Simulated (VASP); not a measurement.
Runs of VASP 6.6.1 on Ge. It takes space group Cmmm (No. 65, orthorhombic). Conventional cell: a = 2.794 Å, b = 5.201 Å, c = 2.698 Å, α = 90.00°, β = 90.00°, γ = 90.00°. Ge (site symmetry mmm) is surrounded by 8 Ge at 2.70 to 2.95 Å. This isn't the form of Ge at room conditions, which is diamond.

```csv
potentials or basis,cell,k mesh,cutoff (eV),smearing,mesh quality,gap on the mesh (eV),pressure (GPa)
"VASP PAW PBE potentials, release 64 (Ge_d_GW)",as given,6 × 6 × 5,450,gaussian 0.02 eV,coarse,none,(a)
"VASP PAW PBE potentials, release 64 (Ge_d)",as given,11 × 11 × 10,520,fermi-dirac 0.05 eV,not flagged,none,-0.6
"VASP PAW PBE potentials, release 64 (Ge_d)",cell strained at random at fixed volume,11 × 11 × 10,520,fermi-dirac 0.05 eV,not flagged,none,-0.2
"VASP PAW PBE potentials, release 64 (Ge_d_GW)",as given,6 × 6 × 5,500,gaussian 0.02 eV,coarse,none,0.8
"VASP PAW PBE potentials, release 64 (Ge_d_GW)",as given,7 × 7 × 6,450,gaussian 0.02 eV,coarse,none,-2.3
```

Alike in all rows: task single point; level PBE; no spin polarisation.

Problem. Fill in the values left out.

Solution. (a) 1.2.

Caveats: some runs use coarse meshes; the cutoff is under 1.25 times the usual one of these potentials, so pressure, stress and relaxed cells hold a basis-set (Pulay) error (some runs).

A k mesh can miss the band edges, and the runs leave out spin-orbit coupling on Ge.

A gap of «none» marks a metal or a gap under the smearing width.
